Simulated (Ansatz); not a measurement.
# Co (simple hexagonal type): how the settings move a single-point run

Aim: see which settings change the result for Co (simple hexagonal type), by how much, and at what cost.

Method: reference: DFT, PBE, all-electron PAW with datasets made for the crystal, scalar-relativistic, in Ansatz 0.2.0.

1 further run of the same task is left out (it didn't finish).

## Step 1: Starting point

The structure is hexagonal, space group P6/mmm (No. 191). The conventional cell has a = 2.316 Å, b = 2.316 Å, c = 2.174 Å, α = 90.00°, β = 90.00°, γ = 120.00°. Around Co (site symmetry 6/mmm) lie 8 Co at 2.17 to 2.32 Å.

Structure file:

```
Co
1.0
     2.31601    0.00000    0.00000
    -1.15801    2.00572    0.00000
     0.00000    0.00000    2.17377
Co
1
Direct
  0.00000 0.00000 0.00000
```

## Step 2: The reference run

input.yaml

```yaml
crystal:
  lattice:
    - [2.3160101015, 0.0, 0.0]
    - [-1.1580050508, 2.0057235833, 0.0]
    - [0.0, 0.0, 2.1737669262]
  atoms:
    - { symbol: Co, position: [0.0, 0.0, 0.0], spin: 1.7 }
magnetization:
  spin_polarized: true
kpoints:
  mp_grid: { grid: [18, 18, 17] }
scf:
  occupations: { method: fermi_dirac, width: 0.1 }
hamiltonian:
  xc: pbe
  pseudopotentials: { kind: all_electron, datasets: crystal }
output:
  forces: true
  stress: true
  eigenvalues: true
```

On the command line:

```
ansatz run input.yaml --threads 1 --pin off --max-ram 3072MiB --backend cpu --events-out ev --progress --plain --runs-dir out
```

Excerpt of the output:

```text
[...]
Basis set: ecut = 440 eV, 211 PW (Γ), exchange–correlation on 32×32×30 points (8 copies of the dense FFT grid, shifted against one another)
[...]
Magnetic group: BNS 191.233 (UNI 1463), of the structure as read, at distance tolerance 2.2e-5 Å
k-points: 333 of 5508
[...]
SCF iter   1: F=—  HF=-37916.906175 eV  |F-HF|=—  |Δ(HF+E_count)|=         —  Δρ=1.29e-2 (↑1.29e-2 ↓6.58e-3)  dr2=8.66e-3  dr2_m=1.04e-3  M=1.372 μB ∫|m|=1.418 μB  β_m=0.30  ethr=4.31e-5  ⟨swp⟩=3.8  Hψ=57564  notcnv=0
preconditioner: auto → none  [metal: Δε(μ)=0.003 eV  Ē_g=17.246 eV  σ=0.100 eV  W_gap=0.01  n_scr=2 (ndim 8)  ℏωp=35.1 eV  f_vac=0.000  D(μ)=1.58/eV (n_scr^D=20)]
SCF iter   2: F=—  HF=-37916.894660 eV  |F-HF|=—  |Δ(HF+E_count)|=   1.15e-2  Δρ=1.19e-2 (↑1.19e-2 ↓6.88e-3)  dr2=1.24e-2  dr2_m=6.55e-4  M=1.371 μB ∫|m|=1.417 μB  β_m=0.49  ethr=4.31e-5  ⟨swp⟩=3.0  Hψ=16959  notcnv=0
[...]
SCF iter   8: F=—  HF=-37916.890652 eV  |F-HF|=—  |Δ(HF+E_count)|=   2.76e-8  Δρ=3.28e-5 (↑2.78e-5 ↓3.28e-5)  dr2=8.70e-9  dr2_m=8.00e-8  M=1.376 μB ∫|m|=1.422 μB  β_m=0.95  ethr=8.21e-10  ⟨swp⟩=2.6  Hψ=16801  notcnv=0
SCF iter   9: F=-37916.890652 eV  HF=-37916.890652 eV  |F-HF|=3.89e-9  |Δ(HF+E_count)|=   3.22e-8  Δρ=8.15e-6 (↑8.15e-6 ↓4.83e-6)  dr2=5.78e-9  dr2_m=1.79e-9  M=1.376 μB ∫|m|=1.423 μB  ethr=5.12e-11  ⟨swp⟩=3.0  Hψ=18896  notcnv=0
[...]
SCF converged after 9 iterations
Magnetization: 1.3763 μB (9.1882 up, 7.8118 down)
[...]
Free energy (F): -37916.890652 eV
[...]
E sigma→0 (E₀):  -37916.865005 eV
[...]
Fermi energy:    21.018142 eV
[...]
  P = ⅓ Tr σ = 38.9862 GPa (389.862 kbar)
[...]
```

Wall time 44 s (1 thread of Arm Neoverse V1, shared host); peak memory 0.76 GiB.

## Step 3: Changed: mp_grid.grid [14, 14, 14], xc revpbe

input.yaml, as its differences from that of step 2:

```diff
@@ -10,3 +10,3 @@
 kpoints:
-  mp_grid: { grid: [18, 18, 17] }
+  mp_grid: { grid: [14, 14, 14] }
 scf:
@@ -14,3 +14,3 @@
 hamiltonian:
-  xc: pbe
+  xc: revpbe
   pseudopotentials: { kind: all_electron, datasets: crystal }
```

On the command line:

```
ansatz run input.yaml --threads 1 --pin off --max-ram 3072MiB --backend cpu --events-out ev --progress --plain --runs-dir out
```

Standard output:

```text
hamiltonian.pseudopotentials.datasets: crystal makes datasets for this crystal and solves the spheres of its atoms anew in each pass: cutoff 440.0 eV, the density's 1760.0 eV; for an error of 0.50 meV an atom under PBE, 0.5 meV for the cell; an energy difference from a run of another recipe may be off by several times the error for the cell, under r2SCAN by more, where some 0.1 meV an atom stays at smaller errors; Co in spheres of 1.085 Å, 17 of its electrons in bands
Engine: ansatz 0.2.0
Pseudopotentials: kind: all_electron
Pseudopotential: Co, paw, valence charge 17, recommended cutoff 440 eV (normal), Koelling and Harmon's equation, gaussian nucleus
Functional definition: revPBE
  parameter kappa = 1.245
  parameter beta = 0.06672455060314922
  exchange = pbe_x(kappa = kappa, mu = beta*pi^2/3)
  correlation = pbe_c(beta = beta)
a search for the magnetic state begins, with frozen cores and fixed partial waves. It gives no result and prints no iterations
the search for the magnetic state of this step took 9 SCF iterations with frozen cores. It stayed in its first state, in which the spheres begin
Crystal: 1 atoms, lattice volume = 10.098 Å³
Basis set: ecut = 440 eV, 211 PW (Γ), exchange–correlation on 32×32×30 points (8 copies of the dense FFT grid, shifted against one another)
Bands: 14, of which v1, the nominal top of the filled ones, is band 9 counted from 1 (8 counted from 0)
Symmetry: 24 space group operations
Space group: P6/mmm (ITA 191), of the structure as read, at distance tolerance 2.2e-5 Å
Magnetic group: BNS 191.233 (UNI 1463), of the structure as read, at distance tolerance 2.2e-5 Å
k-points: 192 of 2744
Non-local potential: Co, projectors of the file, l = 0: 2, l = 1: 2, l = 2: 2
PAW form: soft (Blöchl's): semilocal exchange-correlation on the pseudo side does not see the compensation charge
PAW one-centre angular grid: Co, 590 points (default); XC on its mesh's 1853 points in the sphere
Initial density: read from a saved state, or passed on in memory by an earlier SCF of this step, an earlier step, the calling program or the single point that the run made first
Starting moments: Σ|m| = 1.7 μB on 1 of 1 site; this step starts from the density that it was given
Initial wavefunctions: pseudopotential atomic-orbital guess
Functional: x = revpbe(κ = 1.245, μ = 0.2195149727645171), c = pbe(β = 0.06672455060314922)
iter 1 solved again at ethr=4.25e-5 eV; its pass at ethr=1.00e-1 eV (dr2=7.23e-3 eV) is discarded
SCF iter   1: F=—  HF=-37920.352095 eV  |F-HF|=—  |Δ(HF+E_count)|=         —  Δρ=1.28e-2 (↑1.28e-2 ↓6.59e-3)  dr2=8.50e-3  dr2_m=1.02e-3  M=1.407 μB ∫|m|=1.459 μB  β_m=0.30  ethr=4.25e-5  ⟨swp⟩=3.7  Hψ=33136  notcnv=0
preconditioner: auto → none  [metal: Δε(μ)=0.006 eV  Ē_g=17.278 eV  σ=0.100 eV  W_gap=0.02  n_scr=2 (ndim 8)  ℏωp=35.1 eV  f_vac=0.000  D(μ)=1.46/eV (n_scr^D=20)]
SCF iter   2: F=—  HF=-37920.343353 eV  |F-HF|=—  |Δ(HF+E_count)|=   8.74e-3  Δρ=1.13e-2 (↑1.13e-2 ↓6.61e-3)  dr2=1.09e-2  dr2_m=6.05e-4  M=1.407 μB ∫|m|=1.458 μB  β_m=0.50  ethr=4.25e-5  ⟨swp⟩=2.6  Hψ=9260  notcnv=0
SCF iter   3: F=—  HF=-37920.343379 eV  |F-HF|=—  |Δ(HF+E_count)|=   2.64e-5  Δρ=5.98e-3 (↑5.98e-3 ↓5.16e-3)  dr2=9.06e-3  dr2_m=3.48e-5  M=1.409 μB ∫|m|=1.462 μB  β_m=0.40  ethr=4.25e-5  ⟨swp⟩=3.0  Hψ=10464  notcnv=0
iter 4 solved again at ethr=6.47e-7 eV; its pass at ethr=4.25e-5 eV (dr2=1.10e-4 eV) is discarded
SCF iter   4: F=—  HF=-37920.340861 eV  |F-HF|=—  |Δ(HF+E_count)|=   2.52e-3  Δρ=8.97e-4 (↑8.97e-4 ↓6.24e-4)  dr2=1.10e-4  dr2_m=1.16e-5  M=1.409 μB ∫|m|=1.461 μB  β_m=0.40  ethr=6.47e-7  ⟨swp⟩=2.0  Hψ=21434  notcnv=0
SCF iter   5: F=—  HF=-37920.340923 eV  |F-HF|=—  |Δ(HF+E_count)|=   6.21e-5  Δρ=5.72e-4 (↑5.72e-4 ↓3.72e-4)  dr2=3.79e-5  dr2_m=5.68e-6  M=1.409 μB ∫|m|=1.462 μB  β_m=0.70  ethr=6.46e-7  ⟨swp⟩=2.0  Hψ=8885  notcnv=0
SCF iter   6: F=—  HF=-37920.340966 eV  |F-HF|=—  |Δ(HF+E_count)|=   4.31e-5  Δρ=1.61e-4 (↑1.61e-4 ↓1.15e-4)  dr2=3.22e-7  dr2_m=1.57e-6  M=1.410 μB ∫|m|=1.463 μB  β_m=0.85  ethr=2.23e-7  ⟨swp⟩=2.3  Hψ=9006  notcnv=0
SCF iter   7: F=—  HF=-37920.340966 eV  |F-HF|=—  |Δ(HF+E_count)|=   1.82e-7  Δρ=5.84e-5 (↑3.60e-5 ↓5.84e-5)  dr2=2.08e-7  dr2_m=8.66e-8  M=1.411 μB ∫|m|=1.464 μB  β_m=0.80  ethr=1.89e-9  ⟨swp⟩=3.0  Hψ=11549  notcnv=0
SCF iter   8: F=—  HF=-37920.340966 eV  |F-HF|=—  |Δ(HF+E_count)|=   1.11e-7  Δρ=2.36e-5 (↑1.85e-5 ↓2.36e-5)  dr2=3.94e-9  dr2_m=3.92e-8  M=1.411 μB ∫|m|=1.464 μB  β_m=0.90  ethr=1.22e-9  ⟨swp⟩=2.1  Hψ=8924  notcnv=0
SCF iter   9: F=-37920.340966 eV  HF=-37920.340966 eV  |F-HF|=3.06e-10  |Δ(HF+E_count)|=   1.57e-8  Δρ=5.16e-6 (↑5.16e-6 ↓4.32e-6)  dr2=7.44e-10  dr2_m=1.71e-9  M=1.411 μB ∫|m|=1.464 μB  ethr=2.32e-11  ⟨swp⟩=3.0  Hψ=10600  notcnv=0
SCF 1 converged in 9 iterations: F = -37920.340966 eV  dr2 = 7.44e-10
  Residual-converged pass: ⟨swp⟩=2.2  Hψ=6618  notcnv=0  max |occ|·‖R‖ = 3.7e-6 eV (tolerance 3.7e-6 eV)  dr2=7.46e-10  dr2_m=1.71e-9  dr2_onsite=7.44e-9  max |Δocc| = 1.3e-9
SCF converged after 9 iterations
Magnetization: 1.4113 μB (9.2056 up, 7.7944 down)
Absolute magnetization: 1.4640 μB (∫|ρ↑−ρ↓|)
Spin contamination: -0.0180 ħ² per cell (⟨S²⟩ above its minimum at these occupations)
Per-site moments (μB) at R_I (Å): [(1.4118848037398655, 0.8966788570575001)]
Free energy (F): -37920.340966 eV
Harris-Foulkes:  -37920.340966 eV  (|F-HF|=3.06e-10)
Internal energy: -37920.292964 eV  (E = F + TS)
E sigma→0 (E₀):  -37920.316965 eV
Entropy (-TS):   -0.048003 eV (-48.003 meV/atom)
Past the cutoff: the bands carry plane waves up to 1.75 times it, of which those up to 1.5 times it add -0.000381 eV an atom, each by itself; the spheres take 0.000188 eV an atom off the energy for waves past 1.75 times it
By the cutoff:   a pressure is off by up to 0.008 GPa (1.2 times the spheres' own share and the shells' term, over an atom's volume, and 0.004 GPa: a bound that held against runs at twice the plane waves)
Past the cutoffs: a stress includes 0.0013 GPa for waves and charges beyond them, in addition to the slope of what the spheres take
In the spheres:  the bands' charges fall short by 2.8e-8 e at most (sound up to 1e-3)
Fermi energy:    21.131134 eV
--- Per-component energies (eV) ---
  The terms above E_closure are by the made datasets' own strengths, without shells solved beside the bands.
--- Forces (eV/Å), atoms counted from 1 ---
  atom   1  Co     0.00000000    -0.00000000     0.00000000
  max |Σ_I F_I| component: 8.22e-33 eV/Å
--- Stress (GPa, compression-positive) ---
       44.289941      -0.000000       0.000000
       -0.000000      44.289941       0.000000
        0.000000       0.000000      43.283304
  P = ⅓ Tr σ = 43.9544 GPa (439.544 kbar)
--- Band table (eV; the first three rows and the last of 384) ---
  k-point 0 ↑: bands = ["-75.1526", "-38.1211", "-38.0172", "-38.0172", "11.4838", "16.1453", "18.3563", "18.3563", "20.5338", "20.5338", "42.6763"]
  k-point 1 ↑: bands = ["-75.1479", "-38.1540", "-38.0144", "-38.0144", "11.6607", "16.2482", "18.3767", "18.3767", "20.4526", "20.4526", "40.7473"]
  k-point 2 ↑: bands = ["-75.1346", "-38.2456", "-38.0065", "-38.0065", "12.1743", "16.5472", "18.4342", "18.4342", "20.2293", "20.2293", "37.5444"]
  k-point 191 ↓: bands = ["-73.2347", "-36.9359", "-36.7005", "-36.6217", "17.4227", "18.1658", "19.5453", "20.3162", "22.7776", "31.8228", "33.0221"]
```

Wall time 27 s (1 thread of Arm Neoverse V1, shared host); peak memory 0.6 GiB.

Total energies don't compare across a change of functional; the pressure goes from 39.0 to 44.0 GPa. The k-point mesh changed too. Cost: 27 s against 44 s.

## Step 4: All runs together

```tsv
run	ending	energy change	pressure (GPa)	abs. moment (μB)	force (eV/Å)	cycles	time
reference	converged	-	39.0	1.42	0.00	9	44 s
1: mp_grid.grid [14, 14, 14], xc revpbe	converged	not comparable	44.0	1.46	0.00	9	27 s
```

Residual by cycle in the longest SCF loop of each run; runs are numbered as in the table. The quantity is the density residual dr2, in eV.

```tsv
cycle	reference	run 1
1	0.00866	0.0085
2	0.0124	0.0109
3	0.00933	0.00906
4	1.2e-4	1.1e-4
5	4.4e-5	3.8e-5
6	4.1e-7	3.2e-7
7	1.4e-7	2.1e-7
8	8.7e-9	3.9e-9
9	5.8e-9	7.4e-10
```

**Reading.** A change of functional puts the total energy on another scale; the pressure goes from 39.0 to 44.0 GPa. The k-point mesh changed too. Cost: 27 s against 44 s. The structure is not at rest: the sound run finds 39 GPa, so these are no properties of the relaxed crystal. 
